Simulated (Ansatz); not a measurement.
Crystal: CuO.

```xyz
4
Lattice="0.0000 -2.1166 -2.1166 -2.1166 0.0000 -2.1166 2.1166 2.1166 -4.2331" Properties=species:S:1:pos:R:3 pbc="T T T"
Cu    0.0233   -0.0336   -4.1419
Cu    0.0233    2.0829   -6.2584
O    -0.0233    0.0336   -6.4409
O    -0.0233    0.0336   -2.2078
```

The cell comes from a database or a generator and needn't be the stable form of this composition.

| Item | Value |
| --- | --- |
| Program | Ansatz 0.2.0 |
| Task | relaxation of cell and atoms |
| Functional | LDA |
| Potentials or basis | all-electron LAPW, scalar-relativistic |
| Basis error allowed | 0.002 eV/atom |
| k mesh | 8 × 8 × 5 |
| Occupations | fermi-dirac, width 0.05 eV |
| Spin | no spin polarisation |

At the start: volume 9.48 Å³/atom.

Q: How do energy, volume and symmetry change on relaxing?

A: Over 6 steps the energy falls by 87.6 meV/atom and the volume is 8.76 Å³/atom (-7.6 %); space group Fm-3m (No. 225, to 0.05 Å).

The path:
```tsv
step	energy change (eV)	largest force (eV/Å)	volume (Å³)
1	0.0000	1.0464	37.93
2	-0.1587	1.0029	36.45
3	-0.3032	0.5205	35.74
4	-0.3504	0.0093	35.11
5	-0.3506	0.0005	35.04
6	-0.3506	0.0004	35.04
```

Final structure:
```
CELL_PARAMETERS angstrom
0.00074 -2.06419 -2.06329
-2.06423 0.00070 -2.06325
2.05337 2.05321 -4.11635
ATOMIC_POSITIONS crystal
Cu 0.50000 0.50000 0.50000
Cu 0.00000 0.00000 0.00000
O 0.75000 0.75000 0.75000
O 0.25000 0.25000 0.25000
```

Caveat: the k mesh is thin for a metal, which can move the energy by tens of meV per atom; the run has no spin polarisation, though such a crystal can be magnetic.
